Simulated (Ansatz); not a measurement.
# Structural relaxation of random fluorite-type (Ti, Ce, Zr, Sn, Hf)O2 solid solution (96 atoms), part 3 of 3

Aim: bring random fluorite-type (Ti, Ce, Zr, Sn, Hf)O2 solid solution (96 atoms) to a nearby minimum of the energy and see what moves.

Ansatz 0.2.0; Kohn-Sham DFT, LDA, PAW (set soft_2), plane waves.

The cell: 6 Ce, 64 O, 6 Hf, 8 Ti, 6 Sn and 6 Zr. The host structure and its lattice constant were typed by rule, without a check against the phase diagram. The main run has no spin polarisation. The Brillouin zone is sampled at Γ only, in a cell whose shortest periodic width is 10 Å. No spin–orbit coupling is included.

So far. Step 3 (Relaxation): The relaxation changed the energy by -194 meV/atom, and atoms moved by 0.46 Å r.m.s., 0.94 Å at most.

## Step 5: Single point at the relaxed geometry

The electronic structure is read at the final geometry, in a run of its own.

The input, input.yaml:

```yaml
crystal:
  lattice:
    - [10.18, 0.0, 0.0]
    - [0.0, 10.18, 0.0]
    - [0.0, 0.0, 10.18]
  atoms:
    - { symbol: Ce, position: [0.00531, 0.99084, 0.00024] }
    - { symbol: O, position: [0.10397, 0.16412, 0.09235] }
    - { symbol: O, position: [0.37902, 0.42072, 0.38467] }
    - { symbol: Hf, position: [0.00283, 0.24873, 0.24281] }
    [... 86 atom lines left out ...]
    - { symbol: Ce, position: [0.74011, 0.49448, 0.73546] }
    - { symbol: O, position: [0.91259, 0.63736, 0.83119] }
    - { symbol: O, position: [0.63441, 0.90959, 0.58642] }
    - { symbol: Zr, position: [0.74796, 0.75807, 0.48482] }
    - { symbol: O, position: [0.89489, 0.83926, 0.60378] }
    - { symbol: O, position: [0.63608, 0.61696, 0.87931] }
kpoints:
  mp_grid: { grid: [1, 1, 1] }
hamiltonian:
  xc: lda
scf:
  occupations: { method: fixed }
output:
  forces: true
  stress: true
  populations: true
  dos:
    method: { smearing: { sigma: 0.08 } }
    de: 0.1
    projected: { site_lists: { Ce: [Ce], Hf: [Hf], O: [O], Sn: [Sn], Ti: [Ti] } }
  eigenvalues: true
  write_density: true
  write_potential: true
  volumetric_format: npy
```

Launch:

```sh
> ansatz run input.yaml --threads 4 --pin off --max-ram 8192MiB --backend cpu --events-out ev --progress --plain --runs-dir out
```

The program printed:

```text
[...]
Crystal: 96 atoms, lattice volume = 1054.978 Å³
Basis set: ecut = 420 eV, 20479 PW (Γ)
Bands: 528, of which v1, the nominal top of the filled ones, is band 432 counted from 1 (431 counted from 0)
Symmetry: 1 space group operations
[...]
k-points: 1
[...]
SCF iter   1: F=—  HF=-246258.003287 eV  |F-HF|=—  |Δ(HF+E_count)|=         —  Δρ=2.06e-2  dr2=4.31e0  ethr=1.77e-3  ⟨swp⟩=4.0  Hψ=1639  notcnv=0  defer=63
[...]
SCF iter  14: F=-246257.047971 eV  HF=-246257.047971 eV  |F-HF|=2.27e-8  |Δ(HF+E_count)|=   4.16e-9  Δρ=1.78e-6  dr2=3.73e-8  ethr=1.16e-11  ⟨swp⟩=18.0  Hψ=4410  notcnv=0
SCF 1 converged in 14 iterations: F = -246257.047971 eV  dr2 = 3.73e-8
[...]
SCF converged after 14 iterations
Free energy (F): -246257.047971 eV
[...]
Internal energy: -246257.047971 eV  (E = F + TS)
E sigma→0 (E₀):  -246257.047971 eV
Fermi energy:    11.547536 eV
[...]
--- Forces (eV/Å), atoms counted from 1 ---
  atom   1  Ce    -0.00565220    -0.00216550    -0.01298622
  atom   2  O     -0.00132639    -0.00126134    -0.00160832
  atom   3  O     -0.00090136    -0.00678885     0.00179456
  atom   4  Hf     0.00837340    -0.00424692    -0.00143592
  atom   5  O      0.00177489    -0.00307930     0.00193072
  atom   6  O     -0.00390675     0.00028925    -0.00041100
  atom   7  Ti     0.00705158    -0.00371377     0.00948478
  atom   8  O     -0.00018011     0.00068517    -0.00300582
  atom   9  O      0.00299513     0.00484297    -0.00047134
  atom  10  Hf     0.00006812     0.00644767     0.00762128
  atom  11  O      0.00147576    -0.00563845    -0.00261405
  atom  12  O      0.00154974    -0.00215488    -0.00237830
  atom  13  Hf    -0.00058698    -0.01225113     0.00441382
  atom  14  O     -0.00419311     0.00427893     0.00240783
[...]
atom  95  O      0.00281978     0.00361630    -0.00210298
  atom  96  O      0.00223837    -0.00114463    -0.00060975
  max |Σ_I F_I| component: 5.39e-5 eV/Å
--- Stress (GPa, compression-positive) ---
       -1.469494       0.154709       0.006731
        0.154709       6.785649       0.997695
        0.006731       0.997695      -0.628753
  P = ⅓ Tr σ = 1.5625 GPa (15.625 kbar)
--- Band table (eV) ---
[...]
--- Löwdin populations: 96 sites ---
  site symbol       q [e]
     0     Ce     11.2067
     1      O      6.5055
     2      O      6.6845
[...]
95      O      6.5640
  spilling = 0.003489 (of n_electrons = 864.000000)
```

The job ended after 50 s (4 threads of Arm Neoverse V1, shared host; peak memory 1.8 GiB; 3.2 min of CPU time).

Read from the output:

```yaml
free_energy: -246257.0480 eV
free_energy_per_atom: -2565.1776 eV/atom
scf_cycles: 14
pressure: 1.562 GPa
r_m_s_force_component: 0.00409 eV/Å
longest_force: 0.02234 eV/Å
fermi_energy: 11.55 eV
spacing_of_highest_filled_and_lowest_empty_level: 1.954 eV
spilling_of_the_projection: 0.003489
```

Löwdin charges by element and coordination (they lack the spilled electrons, 0.031 e an atom on average):

```
element  coordination  atoms  mean charge (e)  spread   least    most
     Ce           all      6            0.769  0.0147   0.748   0.793
     Hf           all      6             1.35  0.0147    1.33    1.37
     Hf             7      2             1.33  0.0059    1.33    1.34
     Hf             8      4             1.35  0.0119    1.34    1.37
      O           all     64           -0.602  0.0723  -0.736  -0.406
      O             3     30           -0.597  0.0685  -0.681  -0.406
      O             4     34           -0.607  0.0752  -0.736  -0.426
     Sn           all      6             1.64  0.0152    1.62    1.66
     Sn             6      5             1.64  0.0164    1.62    1.66
     Sn             7      1             1.63       0    1.63    1.63
     Ti           all      8             1.31  0.0208    1.27    1.34
     Ti             5      1             1.27       0    1.27    1.27
     Ti             6      7             1.32  0.0147    1.30    1.34
     Zr           all      6             1.42  0.0137    1.40    1.44
```

Density of states as counts of states in windows of 1 eV (from the Fermi level), total and the larger projections:

```
from (eV)  to (eV)  total   O p  Ce f  Hf f   O s  Ce p
      -18      -17   23.8   0.5   0.0   0.0  13.3   4.8
      -17      -16   48.7   0.5   0.0   0.0  35.1   2.5
      -16      -15   40.4   0.2   0.1   0.1  32.2   0.8
      -15      -14   12.3   0.6   0.0   0.0   3.3   7.6
      -14      -13   16.5   0.8   0.0   0.0   5.2   9.3
      -13      -12    7.3   0.3   0.0   0.0   2.6   3.9
      -12      -11    0.0   0.0   0.0   0.0   0.0   0.0
      -11      -10   25.1   0.1   0.0  25.0   0.0   0.0
      -10       -9   58.9   0.3   0.0  58.4   0.1   0.0
       -9       -8    0.0   0.0   0.0   0.0   0.0   0.0
       -8       -7    2.2   1.2   0.0   0.0   0.1   0.0
       -7       -6    9.8   5.5   0.0   0.0   0.7   0.0
       -6       -5   12.0   8.2   0.0   0.0   0.1   0.0
       -5       -4   55.1  38.9   0.2   0.1   0.6   0.2
       -4       -3   74.6  55.6   0.5   0.1   1.0   0.3
       -3       -2   69.0  55.6   0.9   0.1   1.0   0.3
       -2       -1   85.1  72.3   1.9   0.1   0.7   0.7
       -1        0   74.7  66.8   2.2   0.1   0.3   0.7
        0        1    1.6   1.4   0.0   0.0   0.0   0.0
        1        2    5.3   0.2   5.0   0.0   0.0   0.0
        2        3   80.9   4.6  70.8   0.0   0.4   0.1
        3        4   38.6   5.5   1.4   0.0   0.6   0.0
        4        5   34.7   5.9   0.3   0.0   1.2   0.0
```

The curve was stored every 0.10 eV, coarse against its broadening of 0.08 eV, so these counts are rough.

With fixed occupations the program's Fermi level is the highest filled level; weight inside the gap is the broadening of levels at its edges.

Between -26 and -18 eV lie 111 more states.

About 138 of the 864 electrons lie in deeper levels, below the stored range.

Not all projections were asked for or kept, so they needn't add up to the total.

The levels nearest the highest filled one (over half full), pooled over k-points and spins:

```
level less the highest filled one (eV)  occupation
                                -0.203           2
                                -0.188           2
                                -0.151           2
                               -0.0704           2
                               -0.0613           2
                                     0           2
                                  1.95           0
                                  1.97           0
                                  2.00           0
                                  2.04           0
                                  2.05           0
                                  2.07           0
```

Valence density in the bc plane at fractional x = 0.488, with atoms of Zr and Ce and Ti and Hf and Sn within 0.2 Å of it. It is the smooth field of the valence electrons, not physical close to the nuclei.

Ten steps, logarithmic in the rise over the least value, from '0' (-2 e/Å³) to '9' (31 e/Å³), each cell a mean:
```
65544444444456665544444444456
54444444444445555445444444444
44444444444444444445544444444
44444455554444444444555444444
44444578764444444445676544444
44444689965444444445777544444
44444578764444444445566544444
45544455554444444444444444444
44444444444554444444444444444
55544444444455555444444444445
77644444444445676544444444456
77654444444445787644444444456
66544444444445677544444444445
44445544444444555444444444444
44444444444444444444444444444
44444555554444444444454444444
44444555555444444445666544444
44444550455444444445777544444
44444555555444444445676555544
44444455554444444444555555544
44444444444444444444444445544
55544444444444554444444444455
66544444444455665444444444456
66544444444456666544444444456
```
Columns run along b (10.2 Å), rows up along c (10.2 Å). Atoms in or near the plane, at fractional coordinates: Zr at (0.01, 0.02), Ce at (0.26, 0.27), Ti at (0.02, 0.52), Hf at (0.25, 0.76), Zr at (0.50, 0.00), Ti at (0.73, 0.25), Sn at (0.53, 0.51), Ti at (0.74, 0.77).

Electrostatic potential energy in the bc plane at fractional x = 0.488, with atoms of Zr and Ce and Ti and Hf and Sn within 0.2 Å of it. With pseudopotentials it is smooth inside the atoms' cores, unlike the true potential.

Ten even steps from '_' (-42 eV) to '@' (18 eV), each cell a mean:
```
__..++%%@@@@@@@@@@@@@@%%++..____..**%%@@@@@@@@@@@@@@##++..
**##%%@@@@@@@@@@@@@@@@@@##++----**%%@@@@@@@@@@@@@@@@@@%%**
%%@@@@@@@@@@%%%%%%@@@@@@@@%%%%%%%%@@@@@@%%%%%%@@@@@@@@@@@@
@@@@@@@@%%##**++++##%%@@@@@@@@@@@@@@@@%%**++++##%%@@@@@@@@
@@@@@@@@##++::::::==##@@@@@@@@@@@@@@%%**--::--++%%@@@@@@@@
@@@@@@@@##--::--::--##@@@@@@@@@@@@@@%%++--::::==##@@@@@@@@
@@@@@@@@##==::::::==##@@@@@@@@@@@@@@%%**==----++%%@@@@@@@@
@@@@@@@@%%##++++++##%%@@@@@@@@@@@@@@@@%%##**##%%@@@@@@@@@@
%%%%%%@@@@@@%%%%%%@@@@@@%%@@@@%%%%@@@@@@@@@@@@@@@@@@@@@@%%
==++**%%@@@@@@@@@@@@@@@@@@%%******##%%@@@@@@@@@@@@@@@@%%**
::::==##@@@@@@@@@@@@@@@@%%**##@@%%**##@@@@@@@@@@@@@@%%**--
::::--**@@@@@@@@@@@@@@@@##**@@@@@@##**%%@@@@@@@@@@@@%%++--
----++##@@@@@@@@@@@@@@@@%%**%%@@@@**##@@@@@@@@@@@@@@@@##==
####%%@@@@@@@@@@@@@@@@@@%%##******##%%@@@@@@@@@@@@@@@@@@%%
@@@@@@@@@@%%%%##%%%%@@@@@@@@%%%%%%@@@@@@@@@@@@@@@@@@@@@@@@
@@@@@@@@%%##==----++%%@@@@@@@@@@@@@@@@%%######%%@@@@@@@@@@
@@@@@@@@##==..____::**%%@@@@@@@@@@@@%%**==--==**%%@@@@@@@@
@@@@@@@@##--______..++%%@@@@@@@@@@@@##==::::::==%%@@@@@@@@
@@@@@@@@%%++..____--**%%@@@@@@@@@@@@%%++--::--++%%%%@@@@@@
@@@@@@@@@@##**==++**%%@@@@@@@@@@@@@@@@##**++**##%%##%%@@@@
##%%%%@@@@@@%%%%%%@@@@@@@@@@%%%%@@@@@@@@%%%%%%@@@@%%%%%%%%
::==**%%@@@@@@@@@@@@@@@@%%##++++##%%@@@@@@@@@@@@@@@@%%**==
____--##@@@@@@@@@@@@@@%%**::____--##%%@@@@@@@@@@@@@@##--__
____::##@@@@@@@@@@@@@@%%==________++%%@@@@@@@@@@@@%%**::__
```
Columns run along b (10.2 Å; values clipped at the 3rd and 97th percentile), rows up along c (10.2 Å). Atoms in or near the plane, at fractional coordinates: Zr at (0.01, 0.02), Ce at (0.26, 0.27), Ti at (0.02, 0.52), Hf at (0.25, 0.76), Zr at (0.50, 0.00), Ti at (0.73, 0.25), Sn at (0.53, 0.51), Ti at (0.74, 0.77).

Mean Löwdin charges: Ce +0.77, Hf +1.35, O -0.60, Sn +1.64, Ti +1.31, Zr +1.42 e (they miss 0.35 % of the electrons, so they add up to more than the cell's charge). The largest share in the top eV of filled states is O p (93 % of the projected weight), and in the lowest eV of empty states Ce f (92 % of the projected weight).

A closer look about Ti88, which has 5 bonded neighbours where the commonest count for Ti is 6: 13 atoms, nearest first, numbered in the order of the input, with positions taken from that point.

```
atom      x      y      z  distance (Å)  bonds  Löwdin charge (e)
Ti88   0.00   0.00   0.00          0.00      5               1.27
 O89   0.89   1.30   0.81          1.77      4              -0.58
 O47  -1.45   0.78  -0.87          1.87      3              -0.66
 O44  -1.04  -0.73   1.38          1.87      3              -0.57
 O86   0.97  -0.75  -1.43          1.89      4              -0.63
 O96   1.32  -1.22   1.12          2.12      4              -0.56
 O42  -1.76  -1.63  -1.49          2.82      3              -0.68
 O93   1.30   1.76  -1.86          2.87      3              -0.65
 O39  -1.76   1.67   1.75          2.99      3              -0.68
Zr73  -0.11  -2.37   2.38          3.36      8               1.44
Zr82   2.53   0.13   2.23          3.37      8               1.42
Ti34  -2.65  -0.10   2.13          3.41      6               1.34
Sn85  -0.17  -2.11  -2.68          3.41      6               1.63
```

The column of bonds counts only the pairs O-Ti within 2.64 Å, O-Ce within 3.16 Å, O-Hf within 2.83 Å, O-Sn within 2.48 Å, O-Zr within 2.82 Å; other neighbours, such as metal atoms beside each other in a compound, aren't counted, and periodic images can show an atom twice.

## Step 6: Results

```yaml
energy_change_in_the_relaxation: -194.4 meV/atom
r_m_s_displacement: 0.456 Å
largest_displacement: 0.938 Å
free_energy_per_atom: -2565.1776 eV/atom
density: 7.206 g/cm³
pressure: 1.562 GPa
r_m_s_force_component: 0.00409 eV/Å
spacing_of_highest_filled_and_lowest_empty_level: 1.954 eV
wall_time_of_the_3_dft_runs: 9.8 min
```

What this shows: Relaxation lowers the energy by 194 meV/atom and moves atoms by 0.46 Å r.m.s.; the r.m.s. force component goes from 0.84 to 0.0041 eV/Å, the pressure goes from -6.1 to 1.6 GPa, and the gap from 1.22 to 1.95 eV. By the final cutoffs 30 of 256 bonded pairs parted and 0 joined. First to last step the energy falls by 18.666 eV; the largest move, 0.94 Å, is that of O23. The O-Ti bonds change most in mean length: from 2.204 Å (spread 0.028) to 1.982 Å (spread 0.147), and their number from 64 to 47. With the cutoffs above, all Ce atoms have 8, 67 % of Hf atoms have 8, 53 % of O atoms have 4 and 83 % of Sn atoms have 6 bonded neighbours. Filled and empty levels are parted by 1.95 eV at Γ alone; the mesh holds the band edges only if they fold onto it, so the gap at this level can be narrower or closed.

**Limits.** The stress is far from hydrostatic: its diagonal is -1.5, 6.8, -0.6 GPa, compression counted positive. The pressure of 1.6 GPa says that the cell would expand at this level of theory.

[Logs are printed without paths, hosts, clocks, repeated set-up lines and the standing remarks that a program may print on its own settings, such as how far it seeks lower states.]

[Hosts, paths, dates, database ids (printed as entryN), source tags and the programs' standing remarks are cut or masked in the printed files.]
